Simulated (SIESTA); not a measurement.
**AlNi3 under changes of volume**

One of the cells (10.932 Å³/atom); the others are scaled copies at fixed shape and fractional positions:

```
Ni Al
1.0
     3.52305    0.00000    0.00000
     0.00000    3.52305    0.00000
     0.00000    0.00000    3.52305
Ni Al
3 1
Direct
  0.50000 0.50000 0.00000
  0.50000 0.00000 0.50000
  0.00000 0.50000 0.50000
  0.00000 0.00000 0.00000
```

The cell is a database's computed one.

- Program: SIESTA 5.4.2
- Functional: LDA
- Potentials or basis: PseudoDojo 0.4 standard (LDA files)
- Basis: DZP (energy shift 0.003 Ry; two zetas on semicore shells)
- Grid cutoff: 800 Ry
- Energy shift: 0.003 Ry
- k mesh: 6 × 6 × 6
- Occupations: fermi-dirac, width 0.05 eV
- Spin: collinear spin, ferromagnetic start
- Starting moments: [1.0, 1.0, 1.0, 0.0] μB

| volume (Å³/atom) | energy over the lowest point (meV/atom) | pressure (GPa) | moment (μB per cell) |
| --- | --- | --- | --- |
| 10.276 | ? | ? | ? |
| 10.495 | 0.00 | -0.2 | 0.51 |
| 10.713 | 3.22 | -4.6 | 0.54 |
| 10.932 | 12.40 | -8.6 | 0.56 |
| 11.151 | 26.37 | -11.9 | 0.58 |
| 11.369 | 44.78 | -15.0 | 0.60 |
| 11.588 | 67.07 | -17.6 | 0.62 |

What does the run at 10.276 Å³/atom give?

Energy over the lowest point 2.92 meV/atom; pressure 4.6 GPa; moment 0.49 μB per cell.

Worked out: A Birch-Murnaghan fit of order 3 (a polynomial in V^(-2/3)) to the other rows has its minimum at 10.49 Å³/atom, just outside them, with B0 = V·E''(V) = 231 GPa and B' = 5.4. It gives 3.25 meV/atom at 10.276 Å³/atom, against the run's 2.92, and -dE/dV = 5.0 GPa, against 4.6. A straight line through the other rows of the moment, of slope 0.098 μB per Å³/atom, extrapolates to 0.49 μB, against the run's 0.49.

Energies are extrapolated to zero smearing.

Caveats: short orbitals over semicore shells can move pressures by several GPa; the basis of atomic orbitals isn't converged, which shifts pressures, moduli and gaps.
